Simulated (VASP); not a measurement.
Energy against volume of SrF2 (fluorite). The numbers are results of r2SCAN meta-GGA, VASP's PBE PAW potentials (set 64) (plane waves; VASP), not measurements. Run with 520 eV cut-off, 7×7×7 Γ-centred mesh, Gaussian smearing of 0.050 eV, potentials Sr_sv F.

| V (Å³/atom) | E (eV/atom) |
|---|---|
| 15.248 | -11.32113 |
| 15.735 | -11.33398 |
| 16.221 | -11.33870 |
| 16.708 | -11.33641 |

Task: Fit these four points and predict the energy of the run at 17.194 Å³/atom.

Result: A cubic in V^(−2/3), the third-order Birch-Murnaghan form, passes through the four points with V0 = 16.29 Å³/atom and B0 = 76 GPa, and gives -11.3281 eV/atom there. The run gave -11.3284 eV/atom, -0.3 meV/atom from the fit; all five points give B0 = 74 GPa.

The compound is SrF2 in the fluorite structure. It was relaxed first.
